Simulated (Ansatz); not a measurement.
**ZnS: response to a stretch of c alone**

An exercise on one series of results from a longer session: the logs are not shown, and one member is left open.

Method: DFT PBE, scalar-relativistic, plane waves, PAW, in Ansatz 0.2.0.

2 further runs of the same task are left out: 2 set aside as unsound or not needed.

### The structure to begin with

It takes space group P6_3mc (No. 186, hexagonal). The conventional cell has a = 3.844 Å, b = 3.844 Å, c = 6.305 Å, α = 90.00°, β = 90.00°, γ = 120.00°. Zn (site symmetry 3m) is surrounded by 4 S at 2.36 Å. Around S (site symmetry 3m) lie 4 Zn at 2.36 Å.

Structure file:

```
CELL_PARAMETERS angstrom
3.84407 0.00000 0.00000
-1.92203 3.32906 0.00000
0.00000 0.00000 6.30464
ATOMIC_POSITIONS crystal
Zn 0.33333 0.66667 0.00027
Zn 0.66667 0.33333 0.50027
S 0.33333 0.66667 0.37473
S 0.66667 0.33333 0.87473
```

It goes back to an entry of the Materials Project.

It is the result of an earlier relaxation at this level (volume 20.17 Å³/atom; gap on the mesh: 2.08 eV).

The unstrained cell was computed beforehand with the same settings: E(σ→0) = -8445.4574 eV for 4 atoms, gap 2.08 eV over the zone.

Set-up of the first run:

input.yaml reads:

```yaml
crystal:
  lattice:
    - [3.8440669355, 0.0, 0.0]
    - [-1.9220334677, 3.32905962, 0.0]
    - [0.0, 0.0, 6.2415966307]
  atoms:
    - { symbol: Zn, position: [0.3333333333, 0.6666666667, 0.0002666736] }
    - { symbol: Zn, position: [0.6666666667, 0.3333333333, 0.5002666736] }
    - { symbol: S, position: [0.3333333333, 0.6666666667, 0.3747333264] }
    - { symbol: S, position: [0.6666666667, 0.3333333333, 0.8747333264] }
basis:
  ecutwfc: 420
kpoints:
  mp_grid: { grid: [12, 12, 4] }
hamiltonian:
  xc: pbe
scf:
  occupations: { method: gaussian, width: 0.02 }
output:
  forces: true
  stress: true
  eigenvalues: true
  write_density: true
  write_potential: true
  elf: true
  volumetric_format: npy
relax:
  adjacent_minimum: "off"
  f_tol: 0.008
  max_steps: 40
```

Command:

```sh
ansatz run input.yaml --threads 1 --pin off --max-ram 2560MiB --backend cpu --events-out ev --progress --plain --runs-dir out
```

Among the steps run: The cell strained by -1.0 %; Band edges over the zone at -1.0 %; Strain +1.0 %; Band edges over the zone at +1.0 %; At -2.0 %; The gap over the whole zone at -2.0 %; The cell strained by +2.0 %; Band edges over the zone at +2.0 %; The cell strained by -3.0 %; Seeking the band edges at -3.0 %; The cell strained by +3.0 %; Seeking the band edges at +3.0 %.

One of the session's tables, all rows but one given; the rest of the session is left out.

Lengths are those of the vectors of the cell that was run; stresses in GPa:

| strain (%) | ΔE (meV/atom) | c (Å) |
| --- | --- | --- |
| -3.0 | 8.1 | 6.116 |
| -2.0 | ? | ? |
| -1.0 | 0.9 | 6.242 |
| +0.0 | 0.0 | 6.305 |
| +1.0 | 0.8 | 6.368 |
| +2.0 | 3.2 | 6.431 |
| +3.0 | 7.2 | 6.494 |

Estimate the missing values for strain (%) = -2.0.

Worked estimate for «ΔE (meV/atom)». A straight line through the neighbours (-3.0, 8.1) and (-1.0, 0.9) gives 8.1 + (0.9 − 8.1) × (-2.0 + 3.0) / (-1.0 + 3.0) = 4.5; a parabola fitted to 3 rows on both sides gives 3.6.

The run gave: ΔE (meV/atom): 3.6; c (Å): 6.179. In «ΔE (meV/atom)» the line misses by +0.9 and the parabola by 0.0.

ΔE is over the unstrained cell. Stress in GPa, positive in compression, on the Cartesian axes of the input.

To keep in mind: Warnings in the runs' records: stress scf threshold loose.
